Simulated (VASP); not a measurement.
# Ru (P6_3/mmc) in VASP: notebook, part 2 of 2

VASP 6.6.1.

### Step 4. Single point, PBEsol (grid = ENCUT=400 dk=0.27 cell=2x2x1 ISMEAR=1 SIGMA=0.1 LREAL=Auto EDIFF=1e-06)

Contents of INCAR:

```
  PREC = Accurate
  ENCUT = 400
  EDIFF = 1E-6
  ISMEAR = 1
  SIGMA = 0.1
  LREAL = Auto
  LASPH = True
  NELM = 120
  ALGO = Fast
  ISIF = 2
  LWAVE = False
  LCHARG = False
  GGA = PS
  NBANDS = 64
```

Contents of KPOINTS:

```
Automatic mesh
0
Gamma
  5 5 6
```

Contents of POSCAR:

```
Ru
1.0
    5.4116000000      0.0000000000      0.0000000000
   -2.7058000000      4.6865830752      0.0000000000
    0.0000000000      0.0000000000      4.2819000000
Ru
8
Direct
    0.3333333334      0.1666666666      0.7500000000
    0.3333333334      0.6666666666      0.7500000000
    0.8333333333      0.1666666666      0.7500000000
    0.8333333333      0.6666666666      0.7500000000
    0.1666666666      0.3333333334      0.2500000000
    0.1666666666      0.8333333333      0.2500000000
    0.6666666666      0.3333333334      0.2500000000
    0.6666666666      0.8333333333      0.2500000000
```

Potentials or basis: VASP PAW PBE potentials, release 64 (Ru_pv).

On the command line:

```bash
$ cat potpaw_PBE.64/Ru_pv/POTCAR > POTCAR
$ mpirun -np 1 vasp_std > vasp.out
```

OUTCAR:

```text
PREC = Accurate
   ENCUT = 400
   EDIFF = 1E-6
   ISMEAR = 1
   LREAL = Auto
   LASPH = True
   NELM = 120
   ISIF = 2
   GGA = PS

 Found     20 irreducible k-points:

 Following reciprocal coordinates:
            Coordinates               Weight
  0.000000  0.000000  0.000000      1.000000
  0.200000  0.000000  0.000000      6.000000
  0.400000  0.000000  0.000000      6.000000
  0.200000  0.200000  0.000000      6.000000
  0.400000  0.200000  0.000000      6.000000
  0.000000  0.000000  0.166667      2.000000
   k-points           NKPTS =     20   k-points in BZ     NKDIM =     20   number of bands    NBANDS=     64
   number of dos      NEDOS =    301   number of ions     NIONS =      8
   total plane-waves  NPLWV =  36288
   dimension x,y,z NGX =    36 NGY =   36 NGZ =   28
   dimension x,y,z NGXF=    72 NGYF=   72 NGZF=   56
   ions per type =               8
   NGX,Y,Z   is equivalent  to a cutoff of  11.06, 11.06, 10.87 a.u.
   NGXF,Y,Z  is equivalent  to a cutoff of  22.12, 22.12, 21.74 a.u.
 SYSTEM =  unknown system
   PREC   = accura    normal or accurate (medium, high low for compatibility)
   ISTART =      0    job   : 0-new  1-cont  2-samecut
   ICHARG =      2    charge: 1-file 2-atom 10-const
   ISPIN  =      1    spin polarized calculation?
   LNONCOLLINEAR =      F non collinear calculations
   LSORBIT =      F    spin-orbit coupling
   LASPH  =      T    aspherical Exc in radial PAW
   ENCUT  =  400.0 eV  29.40 Ry    5.42 a.u.   8.82  8.82  6.98*2*pi/ulx,y,z
   NELM   =    120;   NELMIN=  2; NELMDL= -5     # of ELM steps
   EDIFF  = 0.1E-05   stopping-criterion for ELM
   LREAL  =      T    real-space projection
   EDIFFG = 0.1E-04   stopping-criterion for IOM
   NSW    =      0    number of steps for IOM
   IBRION =     -1    ionic relax: 0-MD 1-quasi-New 2-CG
   NFREE  =      0    steps in history (QN), initial steepest desc. (CG)
   ISIF   =      2    stress and relaxation
   ISYM   =      2    0-nonsym 1-usesym 2-fastsym
   POTIM  = 0.5000    time-step for ionic-motion
   TEBEG  =    0.0;   TEEND  =   0.0 temperature during run
   PSTRESS=    0.0 pullay stress
   NELECT =     112.0000    total number of electrons
   NUPDOWN=      -1.0000    fix difference up-down
   EMIN   =  10.00;   EMAX   =-10.00  energy-range for DOS
   EFERMI =   0.00;   METHOD = LEGACY
   ISMEAR =     1;   SIGMA  =   0.10  broadening in eV -4-tet -1-fermi 0-gaus
   EFERMI_NEDOS =   21; number of points for ismear=-14 and -15
   IALGO  =     68    algorithm
   IMIX   =      4    mixing-type and parameters
     AMIX     =   0.40;   BMIX     =  1.00
     AMIX_MAG =   1.60;   BMIX_MAG =  1.00
  volume/ion in A,a.u.               =      13.57        91.61
  Fermi-wavevector in a.u.,A,eV,Ry     =   1.654022  3.125649 37.222674  2.735789
  Thomas-Fermi vector in A             =   2.742361
   LORBIT       =      0    0 simple, 1 ext, 2 COOP (PROOUT), +10 PAW based schemes
   GGA     = PS    functional components
   LHFCALC =     F    Hartree Fock is set to
   AEXX    =    0.0000 exact exchange contribution
   IVDW    =     0    specifies the selected vdW correction
   LEPSILON=     F    determine dielectric tensor
   LRPA    =     F    only Hartree local field effects (RPA)
 non-spin polarized calculation
 RMM-DIIS sequential band-by-band and
 Methfessel and Paxton  Order N= 1 SIGMA  =   0.10
  energy-cutoff  :      400.00
  volume of cell :      108.60
 maximum number of plane-waves:      1994
 NGX is ok and might be reduce to    36
   NGX = 17   NGY = 17   NGZ = 13

 number of electron     112.0000029 magnetization

 Free energy of the ion-electron system (eV)
  ---------------------------------------------------
  ext. energy  EPLUGINS =         0.00000000
  ---------------------------------------------------
  free energy    TOTEN  =       -81.24541712 eV

  energy without entropy =      -81.23942724  energy(sigma->0) =      -81.24342050

 E-fermi :  12.7400     XC(G=0): -14.2826

 val. band max:       12.7377006397   @ k =   0.2000   0.0000   0.3333
 cond. band min:      12.7409938535   @ k =   0.4000   0.0000   0.1667
 fundamental gap:      0.0032932138
 Fermi energy:        12.7399735460

 k-point     1 :       0.0000    0.0000    0.0000
  band No.  band energies     occupation
      1     -30.9041      2.00000
      2     -30.7144      2.00000
      3     -30.7144      2.00000
      4     -30.7144      2.00000
      5     -30.5221      2.00000
      6     -30.5221      2.00000
[... 391 lines left out ...]
     63      14.3432     -0.00000
     64      14.5370     -0.00000

 [... further k-points ...]
[... 5 lines left out ...]
  --------------------------------------------------------------------------------------
  -------------------------------------------------------------------------------------
  Total       -3.6774862     -3.6774862     -7.1206029      0.0000000      0.0000000      0.0000000
  in kB      -54.2554171    -54.2554171   -105.0530873      0.0000000      0.0000000      0.0000000
  external PRESSURE =     -71.1879739 kB  Pullay stress =       0.0000000 kB

 VOLUME and BASIS-vectors are now :
 -----------------------------------------------------------------------------
  energy-cutoff  :      400.00
  volume of cell :      108.60
      direct lattice vectors                 reciprocal lattice vectors
     5.411600000  0.000000000  0.000000000     0.184788233  0.106687536  0.000000000
    -2.705800000  4.686583075  0.000000000     0.000000000  0.213375072  0.000000000
     0.000000000  0.000000000  4.281900000     0.000000000  0.000000000  0.233541185

 POSITION                                       TOTAL-FORCE (eV/Angst)
 -----------------------------------------------------------------------------------
      1.35290      0.78110      3.21143        -0.000000     -0.000000     -0.000000
      0.00000      3.12439      3.21143         0.000000      0.000000     -0.000000
      4.05870      0.78110      3.21143         0.000000      0.000000      0.000000
      2.70580      3.12439      3.21143        -0.000000      0.000000      0.000000
     -0.00000      1.56219      1.07048        -0.000000     -0.000000      0.000000
     -1.35290      3.90549      1.07048        -0.000000     -0.000000     -0.000000
      2.70580      1.56219      1.07048         0.000000     -0.000000      0.000000
      1.35290      3.90549      1.07048        -0.000000     -0.000000     -0.000000
 -----------------------------------------------------------------------------------
    total drift:                                0.000001      0.000001      0.000000

  FREE ENERGIE OF THE ION-ELECTRON SYSTEM (eV)
  ---------------------------------------------------
  free  energy   TOTEN  =       -81.2454171249 eV

  energy  without entropy=      -81.2394272369  energy(sigma->0) =      -81.24342050
```

stdout:

```text
POSCAR found type information on POSCAR Ru
 POSCAR found :  1 types and       8 ions
 scaLAPACK will be used
 -----------------------------------------------------------------------------
|                                                                             |
|                                                                             |
|     You have a (more or less) 'small supercell' and for smaller cells       |
|     it is recommended to use the reciprocal-space projection scheme!        |
|     The real-space optimization is not efficient for small cells and it     |
|     is also less accurate ...                                               |
|     Therefore, set LREAL=.FALSE. in the INCAR file.                         |
|                                                                             |
 -----------------------------------------------------------------------------

 -----------------------------------------------------------------------------
|                                                                             |
|                                                                             |
|     You enforced a specific xc type in the INCAR file but a different       |
|     I HOPE YOU KNOW WHAT YOU ARE DOING!                                     |
|                                                                             |
 -----------------------------------------------------------------------------

 LDA part: xc-table for (Slater+PW92), standard interpolation
 POSCAR, INCAR and KPOINTS ok, starting setup
 FFT: planning ... GRIDC
 FFT: planning ... GRID_SOFT
 FFT: planning ... GRID
 WAVECAR not read
 entering main loop
```

Wall time 3.4 min (1 thread of Intel Xeon Platinum 8259CL at 2.50GHz (Skylake/Cascade Lake), shared host); peak memory 0.21 GiB.

The run converged, but some of its settings lie outside the range that counts as converged, so its numbers aren't taken as properties of the crystal.

Results:

```
Free energy            : -81.2454 eV
Pressure               : -7.1 GPa
Band gap on the k mesh : none (metal or under the smearing width)
```

Caveat: the PAW data sets were made with another functional, which shifts forces and pressure a little.

### Step 5. The reference run

An earlier run on the cell as given: functional PBE; potentials or basis VASP PAW PBE potentials, release 64 (Ru_pv); cutoff 520 eV; k mesh 11 × 11 × 6; occupations fermi-dirac, width 0.05 eV; no spin polarisation.

- Pressure: 4.5 GPa
- Band gap on the k mesh: none (metal or under the smearing width)
